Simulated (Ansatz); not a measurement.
Crystal: Sn.

```
CELL_PARAMETERS angstrom
-1.89465 1.89465 1.89465
1.89465 -1.89465 1.89465
1.89465 1.89465 -1.89465
ATOMIC_POSITIONS crystal
Sn 0.00000 0.00000 0.00000
```

This isn't the form of Sn at room conditions, which is tetragonal (white tin).

* Program: Ansatz 0.2.0
* Task: relaxation of cell and atoms
* Functional: LDA
* Potentials or basis: Ansatz PAW
* Cutoff: 420 eV (not typed: the program's choice for these potentials)
* k mesh: 10 × 10 × 10
* Occupations: fermi-dirac, width 0.05 eV
* Spin: no spin polarisation

At the start: volume 27.20 Å³/atom.

Q: How do energy, volume and symmetry change on relaxing?

A: It ends after 4 steps and the volume is 25.33 Å³/atom (-6.9 %); space group Im-3m (No. 229, to 0.05 Å).

Step by step:
```csv
step,energy change (eV),largest force (eV/Å),volume (Å³)
1,0.0000,0.0000,27.20
2,-0.0218,0.0000,25.25
3,-0.0218,0.0000,25.33
4,-0.0215,0.0000,25.33
```

Final structure:
```
Sn
1.0
    -1.85006    1.85006    1.85006
     1.85006   -1.85006    1.85006
     1.85006    1.85006   -1.85006
Sn
1
Direct
  0.00000 0.00000 0.00000
```

Caveat: the plane-wave basis is chosen anew once the cell has moved, so the energies of steps on either side of that aren't comparable; the PAW data sets come from PBE, with cores solved anew for the run's functional, which leaves a small shift of forces and pressure.
